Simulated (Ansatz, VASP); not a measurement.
# CdS: VASP beside Ansatz

The input INCAR:

```
SYSTEM = CdS
PREC = Accurate
ENCUT = 520
EDIFF = 1E-6
ISMEAR = 0
SIGMA = 0.05
LREAL = .False.
LASPH = .True.
NELM = 80
ALGO = Normal
ISIF = 2
LWAVE = .False.
LCHARG = .False.
GGA = PE
NBANDS = 16
```

The input KPOINTS:

```
Automatic mesh
0
Gamma
  10 10 10
  0 0 0
```

Contents of POSCAR:

```
CdS
1.0
    0.0000000000      3.0719915287      2.6111927994
    3.0719915287      0.0000000000      2.6111927994
    3.0719915287      3.0719915287      0.0000000000
Cd S
1 1
Direct
    0.0000000000      0.0000000000      0.0000000000
    0.7500000000      0.7500000000      0.7500000000
```

Input for Ansatz:

```yaml
crystal:
  lattice:
    - [0.0, 3.0719915287, 2.6111927994]
    - [3.0719915287, 0.0, 2.6111927994]
    - [3.0719915287, 3.0719915287, 0.0]
  atoms:
    - { symbol: Cd, position: [0.0, 0.0, 0.0] }
    - { symbol: S, position: [0.75, 0.75, 0.75] }
basis:
  ecutwfc: 420
kpoints:
  mp_grid: { grid: [10, 10, 10] }
hamiltonian:
  xc: pbe
scf:
  occupations: { method: gaussian, width: 0.05 }
output:
  forces: true
  stress: true
  eigenvalues: true
```

Alike in both runs: task single point; functional PBE; k mesh 10 × 10 × 10; occupations gaussian, width 0.05 eV; no spin polarisation.

|  | VASP | Ansatz |
| --- | --- | --- |
| version | VASP 6.6.1 | Ansatz 0.2.0 |
| potentials or method | VASP PAW PBE potentials, release 64 (Cd, S) | scalar-relativistic, plane waves, PAW |
| plane-wave cutoff (eV) | 520 | 420 |
| valence electrons in the cell | 18 | 26 |

Ansatz gave:

- gap on the k mesh at the Fermi level (eV): 0.90
- least direct gap on the mesh (eV): 0.90
- pressure (GPa): 2.5
- largest component of the traceless stress (GPa): 1.20

Problem. Estimate VASP's values.

Solution. gap on the k mesh at the Fermi level (eV): 0.90; least direct gap on the mesh (eV): 0.90; pressure (GPa): 2.9; largest component of the traceless stress (GPa): 1.14.

The two sets of potentials don't hold the same shells in valence.

Expect the measured gap to be larger: semilocal functionals such as PBE lack the derivative discontinuity.
